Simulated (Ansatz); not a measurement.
**Tuning gaps by epitaxial strain**

Plane-wave DFT in Ansatz, PBE, scalar-relativistic PAW potentials, cutoff 420 eV, no spin-orbit coupling; no spin polarisation. Equal strain along a and b of the conventional cell, c and the atoms relaxed; gaps sought over the whole zone.

| crystal | strain: gap (eV) |
| --- | --- |
| GaN (P6_3mc) | -6.0 %: 1.710; -4.0 %: 1.793; -2.0 %: 1.787; +0.0 %: 1.710; +2.0 %: 1.471; +4.0 %: 1.203; +6.0 %: 0.948 |
| BaTiO₃ (Pm-3m) | -3.0 %: 1.744; -2.0 %: 1.760; -1.0 %: 1.773; +0.0 %: 1.784; +1.0 %: 1.723; +2.0 %: 1.663; +3.0 %: 1.605 |
| SiC (F-43m) | -3.0 %: 1.067; -2.0 %: 1.172; -1.0 %: 1.273; +0.0 %: 1.373; +1.0 %: 1.214; +2.0 %: 1.063; +3.0 %: 0.920 |
| ZnS (P6_3mc) | -3.0 %: 2.071; -2.0 %: 2.092; -1.0 %: 2.093; +0.0 %: 2.081; +1.0 %: 2.052; +2.0 %: 1.961; +3.0 %: 1.867 |
| SnO (P4/nmm) | -6.0 %: 0.254; -4.0 %: 0.176; -2.0 %: 0.290; +0.0 %: 0.494; +2.0 %: 0.734; +4.0 %: 0.947; +6.0 %: 1.133 |

Q: What are the slopes on either side of zero strain, and why can they differ?

A: GaN (P6_3mc) -39 and -120; BaTiO₃ (Pm-3m) +11 and -61; SiC (F-43m) +100 and -159; ZnS (P6_3mc) -12 and -29; SnO (P4/nmm) +102 and +120 meV per % (over the first step on the compressive side, then on the tensile side; a positive slope means the gap grows as the plane is stretched). The slope drops from the first side to the second in GaN (P6_3mc), BaTiO₃ (Pm-3m), SiC (F-43m), ZnS (P6_3mc). The gap is the smallest distance between any valence top and conduction valley, so its slope drops where another pair takes over. In BaTiO₃ (Pm-3m), SiC (F-43m) the shear part of the strain lowers the cubic symmetry and splits a degenerate band edge or a set of equal valleys, and whichever member moves into the gap sets it on each side of zero. In GaN (P6_3mc), ZnS (P6_3mc) the strain keeps the symmetry, so nothing splits at zero; most likely two bands or valleys cross within a step of it. A crossing can only lower the slope, so where it rises, as in SnO (P4/nmm), the cause is curvature. Relaxations kept the strained cell's symmetry, so distortions at large strain weren't sought, and coherent films seldom hold more than 2 to 3 %. Splitting by shear is how strain cuts scattering and transport mass in Si and Ge channels; masses under strain weren't computed. The slope of one pair of band edges is as a rule more reliable than the Kohn–Sham gap, while the strain at which pairs cross shifts with the functional.

Spin-orbit coupling, left out, matters for the members with heavy elements.

Cost: about 18 core-minutes for the runs cited, on Arm Neoverse V2, AMD EPYC 9R45 (Zen 5), Intel Xeon 6975P-C (Granite Rapids) (shared hosts).